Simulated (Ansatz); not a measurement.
# TiO2 (Pbcn): the host for defect calculations, part 2 of 2

Aim: the runs on the perfect crystal TiO2 (Pbcn) that a defect calculation needs first.

Ansatz 0.2.0; plane-wave PAW DFT, r2SCAN; relaxation of the host's cell and atoms; PAW set soft_1 (the session's first sound run).

So far. Step 3 (Dielectric tensors of the host): The principal values of the electronic dielectric tensor are 6.56, 7.66 and 8.12. The principal values of the static dielectric tensor are 32.60, 88.34 and 96.87.

## (5) Self-consistent run

This step: plane-wave PAW DFT, r2SCAN; single point of the defect-free supercell, a test of its k-points; PAW set soft_1 (Ansatz 0.2.0).

System of this step: TiO2 (Pbcn). The cell holds 96 atoms: 32 Ti and 64 O. Its edges and angles: a = 9.092 Å, b = 11.028 Å, c = 9.789 Å, α = 90.0°, β = 90.0°, γ = 90.0°.

Input file pristine.sampling/input.yaml:

```yaml
crystal:
  lattice:
    - [9.09218302, 0.0, 0.0]
    - [0.0, 11.0276845349, 0.0]
    - [0.0, 0.0, 9.7892710761]
  atoms:
    - { symbol: Ti, position: [0.25, 0.33790859, 0.375] }
    - { symbol: Ti, position: [0.0, 0.41209141, 0.125] }
    - { symbol: Ti, position: [0.25, 0.16209141, 0.125] }
    - { symbol: Ti, position: [0.0, 0.08790859, 0.375] }
    - { symbol: O, position: [0.3644355928, 0.3090811155, 0.0404170916] }
    - { symbol: O, position: [0.1144355928, 0.4409188845, 0.4595829084] }
    - { symbol: O, position: [0.3855644072, 0.4409188845, 0.2904170916] }
    - { symbol: O, position: [0.1355644072, 0.3090811155, 0.2095829084] }
    - { symbol: O, position: [0.3644355928, 0.1909188845, 0.2904170916] }
    - { symbol: O, position: [0.1144355928, 0.0590811155, 0.2095829084] }
    - { symbol: O, position: [0.3855644072, 0.0590811155, 0.0404170916] }
    - { symbol: O, position: [0.1355644072, 0.1909188845, 0.4595829084] }
    - { symbol: Ti, position: [0.25, 0.33790859, 0.875] }
    - { symbol: Ti, position: [0.0, 0.41209141, 0.625] }
    - { symbol: Ti, position: [0.25, 0.16209141, 0.625] }
    - { symbol: Ti, position: [0.0, 0.08790859, 0.875] }
    - { symbol: O, position: [0.3644355928, 0.3090811155, 0.5404170916] }
    - { symbol: O, position: [0.1144355928, 0.4409188845, 0.9595829084] }
    - { symbol: O, position: [0.3855644072, 0.4409188845, 0.7904170916] }
    - { symbol: O, position: [0.1355644072, 0.3090811155, 0.7095829084] }
    - { symbol: O, position: [0.3644355928, 0.1909188845, 0.7904170916] }
    - { symbol: O, position: [0.1144355928, 0.0590811155, 0.7095829084] }
    - { symbol: O, position: [0.3855644072, 0.0590811155, 0.5404170916] }
    - { symbol: O, position: [0.1355644072, 0.1909188845, 0.9595829084] }
    - { symbol: Ti, position: [0.25, 0.83790859, 0.375] }
    - { symbol: Ti, position: [0.0, 0.91209141, 0.125] }
    - { symbol: Ti, position: [0.25, 0.66209141, 0.125] }
    - { symbol: Ti, position: [0.0, 0.58790859, 0.375] }
    - { symbol: O, position: [0.3644355928, 0.8090811155, 0.0404170916] }
    - { symbol: O, position: [0.1144355928, 0.9409188845, 0.4595829084] }
[... 60 atom lines left out ...]
    - { symbol: O, position: [0.8855644072, 0.9409188845, 0.7904170916] }
    - { symbol: O, position: [0.6355644072, 0.8090811155, 0.7095829084] }
    - { symbol: O, position: [0.8644355928, 0.6909188845, 0.7904170916] }
    - { symbol: O, position: [0.6144355928, 0.5590811155, 0.7095829084] }
    - { symbol: O, position: [0.8855644072, 0.5590811155, 0.5404170916] }
    - { symbol: O, position: [0.6355644072, 0.6909188845, 0.9595829084] }
basis:
  ecutwfc: 500
  xc_grid: 2
hamiltonian:
  xc: r2scan
  pseudopotentials: { kind: paw, azcp: { folder: soft_1 } }
kpoints:
  mp_grid: { grid: [1, 1, 1], shift: [0.25, 0.25, 0.25] }
scf:
  occupations: { method: fermi_dirac, width: 0.01 }
  max_iter: 80
```

Started as:

```
ansatz run input.yaml --threads 32 --pin off --max-ram 56524MiB --backend cuda --events-out ev --progress --plain --runs-dir out --max-vram 78GiB
```

Numbers of over 12 decimals in the logs are rounded to 6 here.

The program printed:

```text
[...]
GPU FFT provider: cuFFT
GPU libraries: cuBLAS 13.8.1, cuFFT 12.4.0, cuSOLVER 12.3.2
[...]
Crystal: 96 atoms, lattice volume = 981.528 Å³
Basis set: ecut = 500 eV, 24899 PW (Γ), exchange–correlation on 144×162×144 points (8 copies of the dense FFT grid, shifted against one another)
Bands: 480, of which v1, the nominal top of the filled ones, is band 384 counted from 1 (383 counted from 0)
Symmetry: 16 space group operations
k-points: 1
[...]
GPU buffer pool allocated for 419904 grid points (all kernels)
[...]
SCF iter   1: F=—  HF=-116678.983046 eV  |F-HF|=—  |Δ(HF+E_count)|=         —  Δρ=8.09e-2  dr2=6.33e1  dr2_τ=1.11e1  ethr=3.10e-3  ⟨swp⟩=6.0  Hψ=1516  notcnv=0  defer=9
[...]
SCF iter   9: F=-116681.841475 eV  HF=-116681.841476 eV  |F-HF|=3.88e-7  |Δ(HF+E_count)|=   2.63e-6  Δρ=9.70e-6  dr2=8.38e-7  dr2_τ=7.29e-8  ethr=1.28e-10  ⟨swp⟩=2.0  Hψ=1246  notcnv=0
SCF 1 converged in 9 iterations: F = -116681.841475 eV  dr2 = 8.38e-7
[...]
SCF converged after 9 iterations
Free energy (F): -116681.841475 eV
[...]
Internal energy: -116681.841475 eV  (E = F + TS)
E sigma→0 (E₀):  -116681.841475 eV
Fermi energy:    10.088498 eV
[...]
```

Run time: 1.6 s. Hardware: 1 × NVIDIA GB200 with 32 threads of Arm Neoverse V2, shared host; peak memory 1.5 GiB.

Numbers from this step:

| Quantity | Value |
| --- | --- |
| energy over dense mesh | -4.36e-6 eV/atom |

## (6) Defect free supercell relaxed from its symmetric sites

This cell, the one that will hold the defects, is built from the relaxed host. Its coarser k-points can move the atoms a little, so it is relaxed from the symmetric sites, as the reference for the test of stability.

This step: plane-wave PAW DFT, r2SCAN; relaxation of the defect-free supercell from its symmetric sites; PAW set soft_1 (Ansatz 0.2.0).

pristine.symmetric/input.yaml, as its differences from pristine.sampling/input.yaml of step 5:

```diff
@@ -54 +54,12 @@
   max_iter: 80
+output:
+  forces: true
+relax:
+  f_tol: 0.01
+  max_steps: 60
+  escape_saddle: false
+checkpoint:
+  write: "../pristine.symmetric.run"
+  compress: false
+  write_wavefunctions: false
+  write_every: 100000
```

The program printed:

```text
[...]
Crystal: 96 atoms, lattice volume = 981.528 Å³
Basis set: ecut = 500 eV, 24899 PW (Γ), exchange–correlation on 144×162×144 points (8 copies of the dense FFT grid, shifted against one another)
Bands: 480, of which v1, the nominal top of the filled ones, is band 384 counted from 1 (383 counted from 0)
Symmetry: 16 space group operations
k-points: 1
[...]
SCF iter   1: F=—  HF=-116678.983046 eV  |F-HF|=—  |Δ(HF+E_count)|=         —  Δρ=8.09e-2  dr2=6.33e1  dr2_τ=1.11e1  ethr=3.10e-3  ⟨swp⟩=6.0  Hψ=1516  notcnv=0  defer=9
[...]
SCF iter   4: F=—  HF=-116681.846708 eV  |F-HF|=—  |Δ(HF+E_count)|=   6.00e-1  Δρ=5.83e-3  dr2=3.16e-1  dr2_τ=2.16e-2  ethr=5.84e-4  ⟨swp⟩=4.0  Hψ=682  notcnv=0  defer=41
[...]
SCF iter  10: F=-116681.841475 eV  HF=-116681.841476 eV  |F-HF|=3.37e-7  |Δ(HF+E_count)|=   1.02e-7  Δρ=7.18e-6  dr2=4.21e-7  dr2_τ=4.74e-8  ethr=1.15e-10  ⟨swp⟩=2.0  Hψ=1116  notcnv=0
SCF 1 converged in 10 iterations: F = -116681.841475 eV  dr2 = 4.21e-7
[...]
relax step   1: F+E_penalty+E_count = -116681.84147535 eV  Δ(F+E_penalty+E_count) = +0.000e0 eV  max|allowed force component| = 1.638e-2 eV/Å  Δτ_max = 0.0000 Å  (10 SCF iters, dr2 threshold 2.50e-6 eV, accepted)
[...]
iter 1 solved again at ethr=4.42e-9 eV; its pass at ethr=3.10e-3 eV (dr2=3.39e-5 eV) is discarded
SCF iter   1: F=—  HF=-116681.841652 eV  |F-HF|=—  |Δ(HF+E_count)|=         —  Δρ=7.97e-5  dr2=3.73e-5  dr2_τ=1.65e-3  ethr=4.42e-9  ⟨swp⟩=2.0  Hψ=1282  notcnv=0  defer=38
[...]
SCF 2 converged in 6 iterations: F = -116681.841824 eV  dr2 = 8.05e-8
relax step   2: F+E_penalty+E_count = -116681.84182351 eV  Δ(F+E_penalty+E_count) = -3.482e-4 eV  max|allowed force component| = 5.409e-3 eV/Å  Δτ_max = 0.0012 Å  (6 SCF iters, accepted)
[...]
SCF 3 converged in 2 iterations: F = -116681.841824 eV  dr2 = 1.32e-8
SCF converged after 2 iterations
[...]
- { symbol: Ti, position: [0.250009, 0.662064, 0.624984] }
    - { symbol: Ti, position: [-6.14745022635082e-6, 0.587897, 0.874978] }
    - { symbol: O, position: [0.364527, 0.809032, 0.540380] }
    - { symbol: O, position: [0.114327, 0.940876, 0.959544] }
    - { symbol: O, position: [0.385542, 0.940909, 0.790400] }
    - { symbol: O, position: [0.135585, 0.809049, 0.709563] }
    - { symbol: O, position: [0.364415, 0.690951, 0.790437] }
    - { symbol: O, position: [0.114458, 0.559091, 0.709600] }
    - { symbol: O, position: [0.385673, 0.559124, 0.540456] }
    - { symbol: O, position: [0.135473, 0.690968, 0.959620] }
    - { symbol: Ti, position: [0.749991, 0.337936, 0.375016] }
    - { symbol: Ti, position: [0.500006, 0.412103, 0.125022] }
    - { symbol: Ti, position: [0.750009, 0.162064, 0.124984] }
    - { symbol: Ti, position: [0.499994, 0.087897, 0.374978] }
    - { symbol: O, position: [0.864527, 0.309032, 0.040380] }
    - { symbol: O, position: [0.614327, 0.440876, 0.459544] }
    - { symbol: O, position: [0.885542, 0.440909, 0.290400] }
    - { symbol: O, position: [0.635585, 0.309049, 0.209563] }
    - { symbol: O, position: [0.864415, 0.190951, 0.290437] }
    - { symbol: O, position: [0.614458, 0.059091, 0.209600] }
    - { symbol: O, position: [0.885673, 0.059124, 0.040456] }
    - { symbol: O, position: [0.635473, 0.190968, 0.459620] }
    - { symbol: Ti, position: [0.749991, 0.337936, 0.875016] }
    - { symbol: Ti, position: [0.500006, 0.412103, 0.625022] }
    - { symbol: Ti, position: [0.750009, 0.162064, 0.624984] }
    - { symbol: Ti, position: [0.499994, 0.087897, 0.874978] }
    - { symbol: O, position: [0.864527, 0.309032, 0.540380] }
    - { symbol: O, position: [0.614327, 0.440876, 0.959544] }
    - { symbol: O, position: [0.885542, 0.440909, 0.790400] }
    - { symbol: O, position: [0.635585, 0.309049, 0.709563] }
    - { symbol: O, position: [0.864415, 0.190951, 0.790437] }
    - { symbol: O, position: [0.614458, 0.059091, 0.709600] }
    - { symbol: O, position: [0.885673, 0.059124, 0.540456] }
    - { symbol: O, position: [0.635473, 0.190968, 0.959620] }
    - { symbol: Ti, position: [0.749991, 0.837936, 0.375016] }
    - { symbol: Ti, position: [0.500006, 0.912103, 0.125022] }
    - { symbol: Ti, position: [0.750009, 0.662064, 0.124984] }
    - { symbol: Ti, position: [0.499994, 0.587897, 0.374978] }
    - { symbol: O, position: [0.864527, 0.809032, 0.040380] }
    - { symbol: O, position: [0.614327, 0.940876, 0.459544] }
    - { symbol: O, position: [0.885542, 0.940909, 0.290400] }
    - { symbol: O, position: [0.635585, 0.809049, 0.209563] }
    - { symbol: O, position: [0.864415, 0.690951, 0.290437] }
    - { symbol: O, position: [0.614458, 0.559091, 0.209600] }
    - { symbol: O, position: [0.885673, 0.559124, 0.040456] }
    - { symbol: O, position: [0.635473, 0.690968, 0.459620] }
    - { symbol: Ti, position: [0.749991, 0.837936, 0.875016] }
    - { symbol: Ti, position: [0.500006, 0.912103, 0.625022] }
    - { symbol: Ti, position: [0.750009, 0.662064, 0.624984] }
    - { symbol: Ti, position: [0.499994, 0.587897, 0.874978] }
    - { symbol: O, position: [0.864527, 0.809032, 0.540380] }
    - { symbol: O, position: [0.614327, 0.940876, 0.959544] }
    - { symbol: O, position: [0.885542, 0.940909, 0.790400] }
    - { symbol: O, position: [0.635585, 0.809049, 0.709563] }
    - { symbol: O, position: [0.864415, 0.690951, 0.790437] }
    - { symbol: O, position: [0.614458, 0.559091, 0.709600] }
    - { symbol: O, position: [0.885673, 0.559124, 0.540456] }
    - { symbol: O, position: [0.635473, 0.690968, 0.959620] }
```

The job ended after 2.4 s (1 × NVIDIA GB200 with 32 threads; peak memory 1.5 GiB).

No atom moved by 0.005 Å in the relaxation.

## (7) Defect free supercell relaxed from displaced atoms

This step: plane-wave PAW DFT, r2SCAN; relaxation of the defect-free supercell from random displacements, a test of the host's stability; PAW set soft_1 (Ansatz 0.2.0).

pristine.rattled/input.yaml, as its differences from pristine.symmetric/input.yaml of step 6:

```diff
@@ -58,6 +58,6 @@
   f_tol: 0.01
-  max_steps: 60
-  escape_saddle: false
+  max_steps: 120
+  random_displacement: { amplitude: 0.08, seed: 2952 }
 checkpoint:
-  write: "../pristine.symmetric.run"
+  write: "../pristine.rattled.run"
   compress: false
```

The program printed:

```text
[...]
Crystal: 96 atoms, lattice volume = 981.528 Å³
Basis set: ecut = 500 eV, 24899 PW (Γ), exchange–correlation on 144×162×144 points (8 copies of the dense FFT grid, shifted against one another)
Bands: 480, of which v1, the nominal top of the filled ones, is band 384 counted from 1 (383 counted from 0)
Symmetry: 1 space group operations
k-points: 1
[...]
SCF iter   1: F=—  HF=-116674.335291 eV  |F-HF|=—  |Δ(HF+E_count)|=         —  Δρ=8.07e-2  dr2=6.26e1  dr2_τ=1.11e1  ethr=3.10e-3  ⟨swp⟩=4.0  Hψ=1456  notcnv=0  defer=15
[...]
SCF iter   3: F=—  HF=-116676.412974 eV  |F-HF|=—  |Δ(HF+E_count)|=    1.24e0  Δρ=2.35e-2  dr2=4.73e0  dr2_τ=2.58e-1  ethr=1.42e-3  ⟨swp⟩=2.0  Hψ=586  notcnv=0  defer=56
[...]
SCF 1 converged in 11 iterations: F = -116676.919335 eV  dr2 = 1.06e-6
[...]
relax step   1: F+E_penalty+E_count = -116676.91933484 eV  Δ(F+E_penalty+E_count) = +0.000e0 eV  max|allowed force component| = 3.183e0 eV/Å  Δτ_max = 0.0000 Å  (11 SCF iters, dr2 threshold 2.50e-6 eV, accepted)
[...]
relax step   2: F+E_penalty+E_count = -116680.66306256 eV  Δ(F+E_penalty+E_count) = -3.744e0 eV  max|allowed force component| = 1.351e0 eV/Å  Δτ_max = 0.1023 Å  (7 SCF iters, dr2 threshold 1.00e-4 eV, accepted)
relax step   3: F+E_penalty+E_count = -116681.82936169 eV  Δ(F+E_penalty+E_count) = -1.166e0 eV  max|allowed force component| = 8.013e-2 eV/Å  Δτ_max = 0.0839 Å  (7 SCF iters, dr2 threshold 1.00e-4 eV, accepted)
relax step   4: F+E_penalty+E_count = -116681.84173200 eV  Δ(F+E_penalty+E_count) = -1.237e-2 eV  max|allowed force component| = 1.358e-2 eV/Å  Δτ_max = 0.0185 Å  (7 SCF iters, dr2 threshold 4.01e-7 eV, accepted)
relax step   5: F+E_penalty+E_count = -116681.83939014 eV  Δ(F+E_penalty+E_count) = +2.342e-3 eV  max|allowed force component| = 2.589e-2 eV/Å  Δτ_max = 0.0037 Å  (7 SCF iters, rejected (line search))
[...]
SCF 6 converged in 7 iterations: F = -116681.841911 eV  dr2 = 7.87e-8
[...]
relax step   6: F+E_penalty+E_count = -116681.84191066 eV  Δ(F+E_penalty+E_count) = -1.787e-4 eV  max|allowed force component| = 3.496e-3 eV/Å  Δτ_max = 0.0018 Å  (7 SCF iters, accepted)
[...]
SCF 7 converged in 2 iterations: F = -116681.841911 eV  dr2 = 2.65e-8
SCF converged after 2 iterations
[...]
- { symbol: Ti, position: [0.249639, 0.662894, 0.625287] }
    - { symbol: Ti, position: [-0.000307, 0.588768, 0.875263] }
    - { symbol: O, position: [0.364245, 0.809895, 0.540608] }
    - { symbol: O, position: [0.114008, 0.941756, 0.959761] }
    - { symbol: O, position: [0.385202, 0.941798, 0.790619] }
    - { symbol: O, position: [0.135296, 0.809893, 0.709750] }
    - { symbol: O, position: [0.364086, 0.691833, 0.790748] }
    - { symbol: O, position: [0.114159, 0.559944, 0.709916] }
    - { symbol: O, position: [0.385379, 0.559980, 0.540732] }
    - { symbol: O, position: [0.135149, 0.691818, 0.959904] }
    - { symbol: Ti, position: [0.749752, 0.338827, 0.375245] }
    - { symbol: Ti, position: [0.499645, 0.412960, 0.125256] }
    - { symbol: Ti, position: [0.749654, 0.162915, 0.125275] }
    - { symbol: Ti, position: [0.499733, 0.088755, 0.375256] }
    - { symbol: O, position: [0.864213, 0.309919, 0.040594] }
    - { symbol: O, position: [0.614000, 0.441738, 0.459771] }
    - { symbol: O, position: [0.885208, 0.441776, 0.290588] }
    - { symbol: O, position: [0.635313, 0.309900, 0.209780] }
    - { symbol: O, position: [0.864084, 0.191827, 0.290762] }
    - { symbol: O, position: [0.614190, 0.059951, 0.209908] }
    - { symbol: O, position: [0.885363, 0.059963, 0.040753] }
    - { symbol: O, position: [0.635171, 0.191816, 0.459927] }
    - { symbol: Ti, position: [0.749747, 0.338802, 0.875267] }
    - { symbol: Ti, position: [0.499667, 0.412980, 0.625262] }
    - { symbol: Ti, position: [0.749639, 0.162919, 0.625281] }
    - { symbol: Ti, position: [0.499739, 0.088747, 0.875263] }
    - { symbol: O, position: [0.864253, 0.309921, 0.540596] }
    - { symbol: O, position: [0.614019, 0.441749, 0.959759] }
    - { symbol: O, position: [0.885208, 0.441782, 0.790625] }
    - { symbol: O, position: [0.635317, 0.309900, 0.709750] }
    - { symbol: O, position: [0.864088, 0.191839, 0.790751] }
    - { symbol: O, position: [0.614181, 0.059954, 0.709904] }
    - { symbol: O, position: [0.885366, 0.059976, 0.540729] }
    - { symbol: O, position: [0.635159, 0.191822, 0.959916] }
    - { symbol: Ti, position: [0.749757, 0.838836, 0.375236] }
    - { symbol: Ti, position: [0.499664, 0.912970, 0.125233] }
    - { symbol: Ti, position: [0.749646, 0.662905, 0.125270] }
    - { symbol: Ti, position: [0.499708, 0.588743, 0.375249] }
    - { symbol: O, position: [0.864230, 0.809905, 0.040581] }
    - { symbol: O, position: [0.614002, 0.941755, 0.459765] }
    - { symbol: O, position: [0.885204, 0.941790, 0.290577] }
    - { symbol: O, position: [0.635312, 0.809909, 0.209750] }
    - { symbol: O, position: [0.864093, 0.691850, 0.290742] }
    - { symbol: O, position: [0.614183, 0.559925, 0.209896] }
    - { symbol: O, position: [0.885375, 0.559979, 0.040740] }
    - { symbol: O, position: [0.635153, 0.691825, 0.459920] }
    - { symbol: Ti, position: [0.749743, 0.838804, 0.875234] }
    - { symbol: Ti, position: [0.499636, 0.912977, 0.625247] }
    - { symbol: Ti, position: [0.749604, 0.662923, 0.625238] }
    - { symbol: Ti, position: [0.499721, 0.588745, 0.875274] }
    - { symbol: O, position: [0.864234, 0.809918, 0.540597] }
    - { symbol: O, position: [0.614019, 0.941749, 0.959749] }
    - { symbol: O, position: [0.885213, 0.941777, 0.790590] }
    - { symbol: O, position: [0.635306, 0.809896, 0.709751] }
    - { symbol: O, position: [0.864070, 0.691833, 0.790747] }
    - { symbol: O, position: [0.614160, 0.559949, 0.709900] }
    - { symbol: O, position: [0.885362, 0.559974, 0.540748] }
    - { symbol: O, position: [0.635160, 0.691818, 0.959891] }
```

The job ended after 5.3 s (1 × NVIDIA GB200 with 32 threads; peak memory 1.5 GiB; 20 s of CPU time).

Step by step:

| step | energy less that of the first step (eV) | largest force component (eV/Å) |
| --- | --- | --- |
| 1 | 0.0000 | 3.1831 |
| 2 | -3.7437 | 1.3509 |
| 3 | -4.9100 | 0.0801 |
| 4 | -4.9224 | 0.0136 |
| 5 | -4.9201 | 0.0259 |
| 6 | -4.9226 | 0.0035 |

Relaxation step 5 was tried and not accepted.

The relaxation ends 51 meV an atom lower than the displaced start, with a largest force component of 0.0035 eV/Å.

## (8) Outcome

- primitive cell vectors, lengths: 4.546, 5.514, 4.895 Å
- electronic dielectric constant: principal values (6.56, 7.66, 8.12)
- static dielectric constant: principal values (32.60, 88.34, 96.87)
- gap on the k-mesh of the response run (PBEsol): 2.67 eV
- supercell relaxed in its symmetry less the displaced and relaxed one: 0.000 eV
- energy an atom at one point at (¼, ¼, ¼) less that on the dense mesh: 0.000 eV

Step 7: The energy fell by 4.923 eV from the randomly displaced start; the atoms end within 0.005 Å of the sites as typed, once the mean shift is taken out. The displaced cell ends within 0.01 eV of the symmetric one relaxed in its symmetry, so no lower structure shows in this supercell. The k-mesh can miss the band edges, so this gap is an upper bound at this level. All at zero temperature.

[Logs are printed without paths, hosts, clocks, repeated set-up lines and the standing remarks that a program may print on its own settings, such as how far it seeks lower states.]

[Hosts, paths, dates, database ids (printed as entryN), source tags and the programs' standing remarks are cut or masked in the printed files.]

[Runs of the host that timed out are not shown.]

[For some hosts the program warned that the k-mesh of the response run may be too coarse for force constants and the static dielectric constant; such warnings are not always shown.]
